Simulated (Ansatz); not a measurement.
## How far is PAW off for GaAs?

```
CELL_PARAMETERS angstrom
0.00000 2.82685 2.82685
2.82685 0.00000 2.82685
2.82685 2.82685 0.00000
ATOMIC_POSITIONS crystal
Ga 0.00000 0.00000 0.00000
As 0.75000 0.75000 0.75000
```

Atoms are numbered in the order listed.

The cell is COD entry 9008845, as deposited and not checked against the literature; nothing was relaxed.

Methods: DFT, LDA, PAW with Ansatz's default frozen-core files, scalar-relativistic (Ansatz 0.2.0); DFT, LDA, all-electron LAPW, scalar-relativistic (Ansatz 0.2.0).

For PAW: a Γ-centred 11×11×11 k mesh, Fermi–Dirac smearing of 0.05 eV, cutoff 420 eV, no spin polarisation; the PAW files were made with PBE, and the program remakes their frozen cores for this functional. LAPW targets a basis error of 0.5 meV/atom. The Ansatz runs share mesh, smearing and spin set-up. Plane-wave (PAW) pressures include the program's estimate of the Pulay term.

Stress and pressure are positive in compression.

Levels count from the top of the valence band.

| quantity | PAW | LAPW |
| --- | --- | --- |
| pressure (GPa) | -1.88 | -1.85 |
| band gap (eV) | 0.285 | 0.282 |
| highest filled level at U (eV) | -2.263 | -2.263 |
| lowest empty level at U (eV) | 1.857 | 1.857 |
| highest filled level at K (eV) | -2.263 | -2.263 |
| lowest empty level at K (eV) | 1.857 | 1.857 |
| highest filled level at X (eV) | -2.684 | -2.683 |
| lowest empty level at X (eV) | 1.352 | 1.352 |

PAW's pressure differs from the LAPW value by -0.03 GPa.
